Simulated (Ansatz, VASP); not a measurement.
Given: the input of a run of Ansatz 0.2.0 on W.

The input input.yaml:

```yaml
crystal:
  lattice:
    - [-1.582345, 1.582345, 1.582345]
    - [1.582345, -1.582345, 1.582345]
    - [1.582345, 1.582345, -1.582345]
  atoms:
    - { symbol: W, position: [0.0, 0.0, 0.0] }
hamiltonian:
  xc: blyp
  pseudopotentials: { kind: paw }
  dispersion: d4
kpoints:
  mp_grid: { grid: [12, 12, 12] }
scf:
  occupations: { method: fermi_dirac, width: 0.05 }
output:
  forces: true
  stress: true
relax:
  f_tol: 0.01
  max_steps: 40
  cell: { stress_tol: 0.05 }
```

Potentials or basis: Ansatz PAW.

Run with:

```bash
$ ansatz run input.yaml --threads 2 --pin off --max-ram 5632MiB --backend cpu --events-out ev --progress --plain --runs-dir out
```

Problem. Translate it to VASP 6.6.1. Potentials there: VASP PAW PBE potentials, release 64 (W_sv).

Solution. As run (the cutoff follows the program's own potentials):

The input INCAR:

```
PREC     = Accurate       # precision mode
ENCUT    = 600            # plane-wave cutoff, eV
EDIFF    = 1E-6           # SCF threshold, eV
ISMEAR   = -1             # smearing method
SIGMA    = 0.05           # smearing width, eV
LREAL    = F              # projectors in reciprocal space
LASPH    = T              # aspherical terms in the spheres
NELM     = 100            # most SCF steps
ALGO     = Fast           # electronic algorithm
ISIF     = 3              # what is computed and relaxed
LWAVE    = F              # write WAVECAR
LCHARG   = F              # write CHGCAR
GGA      = B5             # functional
ALDAX    = 1.0          
AGGAX    = 1.0          
AGGAC    = 1.0          
ALDAC    = 0.0          
IVDW     = 13             # dispersion correction
VDW_S6   = 1.0          
VDW_S8   = 2.34076671   
VDW_A1   = 0.44488865   
VDW_A2   = 4.0933009    
IBRION   = 2              # ionic algorithm
NSW      = 60             # ionic steps
EDIFFG   = -0.005         # ionic threshold
```

Contents of KPOINTS:

```
regular mesh
0
Gamma
  12 12 12
```

Contents of POSCAR:

```
W
1.0
   -1.5823450000      1.5823450000      1.5823450000
    1.5823450000     -1.5823450000      1.5823450000
    1.5823450000      1.5823450000     -1.5823450000
W
1
Direct
    0.0000000000      0.0000000000      0.0000000000
```

Potentials or basis: VASP PAW PBE potentials, release 64 (W_sv).

Launch:

```console
$ cat potpaw_PBE.64/W_sv/POTCAR > POTCAR
$ mpirun -np 1 vasp_std > vasp.out
```

Both were run:

|  | VASP | Ansatz | Ansatz less VASP |
| --- | --- | --- | --- |
| relaxed volume (Å³/atom) | 16.05 | 15.95 | -0.099 |
| relaxed cell length with the largest relative difference (Å) | 2.752 | 2.746 | -0.0057 |
| energy change over the relaxation (meV/atom) | -2 | -1 | +1.7 |

Caveats: the PAW data sets were made with another functional, which shifts forces and pressure a little (VASP); pairwise dispersion overbinds metals, which lowers pressure and volume (VASP); the plane-wave basis is chosen anew once the cell has moved, so the energies of steps on either side of that aren't comparable (Ansatz); the PAW data sets come from PBE, with cores solved anew for the run's functional, which leaves a small shift of forces and pressure (Ansatz). Zero-point motion and thermal expansion aren't in these numbers. Spin-orbit coupling is left out, which matters for the levels of W.
